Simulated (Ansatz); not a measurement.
## Al2Cu: equilibrium cell

Method: plane-wave DFT with PAW (Ansatz; 420 eV, 500 eV for r²SCAN). Each run relaxes cell and atoms to zero pressure from this start:

```yaml
crystal:
  lattice:
    - [4.10518, 0.00000, 0.00000]
    - [0.00000, 4.10518, 0.00000]
    - [0.00000, 0.00000, 2.89131]
  atoms:
    - { symbol: Al, position: [0.50000, 0.00000, 0.50000] }
    - { symbol: Al, position: [0.00000, 0.50000, 0.50000] }
    - { symbol: Cu, position: [0.00000, 0.00000, 0.00000] }
```

```json
{"Γ-centred k-mesh": "10×10×14", "occupation rule": "Gaussian smearing, 0.1 eV", "spin treatment": "unpolarised"}
```

Lengths are those of the conventional cell, space group P4/mmm.

Q: Order by relaxed volume, smallest first.
A. PBEsol
B. r2SCAN
C. PBE
D. LDA

A: D (15.37 Å³/atom), A (15.83 Å³/atom), B (15.88 Å³/atom), C (16.33 Å³/atom).

| functional | a (Å) | c (Å) | volume (Å³/atom) | gap on mesh (eV) |
| --- | --- | --- | --- | --- |
| LDA | 4.043 | 2.822 | 15.37 | metal |
| PBEsol | 4.084 | 2.846 | 15.83 | metal |
| PBE | 4.121 | 2.885 | 16.33 | metal |
| r2SCAN | 4.088 | 2.851 | 15.88 | metal |

Cost: 4 runs of about 1.9 core-minutes in all, on Intel Xeon Platinum 8488C (Sapphire Rapids) (shared hosts).